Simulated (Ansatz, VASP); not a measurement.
# One calculation of HCl, two programs

```
Cl H
1.0
     7.98957    0.00000    0.00000
     0.00000    7.98957    0.00000
     0.00000    0.00000    7.98957
Cl H
10 10
Cartesian
  1.4677 4.2536 5.2022
  3.3592 2.5133 2.2987
  5.5073 0.4027 8.4518
  6.0678 4.7927 6.9693
  4.7828 6.7966 3.8311
  -0.2927 4.3627 2.1061
  0.9296 1.5371 7.7891
  1.5890 0.0137 4.6094
  6.4606 1.9729 4.3220
  2.7355 6.1249 0.3574
  1.5966 2.9792 5.0053
  2.5047 2.1183 1.3935
  6.2817 -0.5244 7.9499
  7.1641 4.3944 6.3926
  5.3246 7.9860 3.6877
  0.5774 4.5145 3.0782
  1.5076 0.7450 6.9261
  2.8193 -0.3791 4.3608
  6.7797 2.6988 3.2732
  3.7520 6.9412 0.4994
```

Alike in both runs: functional PBE; dispersion D3(BJ); k mesh 1 × 1 × 1; occupations fermi-dirac, width 0.05 eV; no spin polarisation.

Ansatz relaxed the structure, and its values are those at the end. VASP's run is a single point on that final structure, the one shown.

|  | VASP | Ansatz |
| --- | --- | --- |
| version | VASP 6.6.1 | Ansatz 0.2.0 |
| potentials or method | VASP PAW PBE potentials, release 64 (Cl, H) | scalar-relativistic, plane waves, PAW |
| plane-wave cutoff (eV) | 520 | 420 |
| valence electrons in the cell | 80 | 80 |

```tsv
	VASP	Ansatz	Ansatz less VASP
rms of the force components (eV/Å)	0.138	0.087	-0.0512
dispersion energy (meV/atom)	-61.2	-61.2	-0.01
```
